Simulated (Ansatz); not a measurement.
The calculation used DFT PBE, scalar-relativistic, plane waves, PAW in Ansatz 0.2.0. All cells share a 420 eV cutoff and Γ-centred k meshes spaced at most about 0.3 Å⁻¹ (about 0.25 or finer for metals, 2π included). No spin polarisation.

Each guess is relaxed in cell and atoms at zero pressure, on a coarse mesh first where it starts far from rest and then on a converged one. The steps can't lower the symmetry of the start, but it can rise. Energies are static (0 K, no zero-point motion).

Two unrelaxed guesses for AlIn2As3:

A.

```cif
data_structure
_symmetry_space_group_name_H-M 'P6_3mc'
_symmetry_Int_Tables_number 186
_cell_length_a 4.0157
_cell_length_b 4.0157
_cell_length_c 19.7988
_cell_angle_alpha 90.000
_cell_angle_beta 90.000
_cell_angle_gamma 120.000
_cell_volume 276.49
loop_
_atom_site_label
_atom_site_type_symbol
_atom_site_symmetry_multiplicity
_atom_site_Wyckoff_symbol
_atom_site_fract_x
_atom_site_fract_y
_atom_site_fract_z
_atom_site_occupancy
Al1 Al 2 b 0.33333 0.66667 0.66689 1
In1 In 2 b 0.33333 0.66667 0.00023 1
In2 In 2 b 0.33333 0.66667 0.33356 1
As1 As 2 b 0.33333 0.66667 0.12511 1
As2 As 2 b 0.33333 0.66667 0.45844 1
As3 As 2 b 0.33333 0.66667 0.79177 1
```

B.

```cif
data_structure
_symmetry_space_group_name_H-M 'I-4m2'
_symmetry_Int_Tables_number 119
_cell_length_a 4.0242
_cell_length_b 4.0242
_cell_length_c 17.0733
_cell_angle_alpha 90.000
_cell_angle_beta 90.000
_cell_angle_gamma 90.000
_cell_volume 276.49
loop_
_atom_site_label
_atom_site_type_symbol
_atom_site_symmetry_multiplicity
_atom_site_Wyckoff_symbol
_atom_site_fract_x
_atom_site_fract_y
_atom_site_fract_z
_atom_site_occupancy
Al1 Al 2 a 0.00000 0.00000 0.00000 1
In1 In 4 e 0.50000 0.50000 0.16667 1
As1 As 4 f 0.50000 0.00000 0.41667 1
As2 As 2 c 0.00000 0.50000 0.25000 1
```

Question: Which guess leads to the lower structure, and by how much?

Answer: B ends lower, by 18 meV/atom. A: P6_3mc at 23.0 Å³/atom → P6_3mc at 27.4 Å³/atom; B: I-4m2 at 23.0 Å³/atom → I-4m2 at 27.4 Å³/atom. Counting As atoms around Al and In (those within 1.25 times the shortest such distance or 1.15 times the sum of covalent radii), the end of A and the end of B both have Al 4, In 4. End of A. Conventional cell: a = 4.252 Å, c = 21.025 Å. Around Al lie 4 As at 2.49–2.56 Å; In on its first site is surrounded by 4 As at 2.64–2.69 Å; As on its first site has 3 Al at 2.56 Å and 1 In at 2.69 Å; 3 more sites not described. End of B. Conventional cell: a = 4.257 Å, c = 18.120 Å. Around Al lie 4 As at 2.52 Å; around In lie 4 As at 2.65–2.66 Å; As on a site of symmetry 2mm is surrounded by 2 Al at 2.52 Å and 2 In at 2.66 Å; 1 more site not described.

Ends held by symmetry can be saddle points. The k mesh leaves some 4 meV/atom of noise in the energy of each metallic cell.
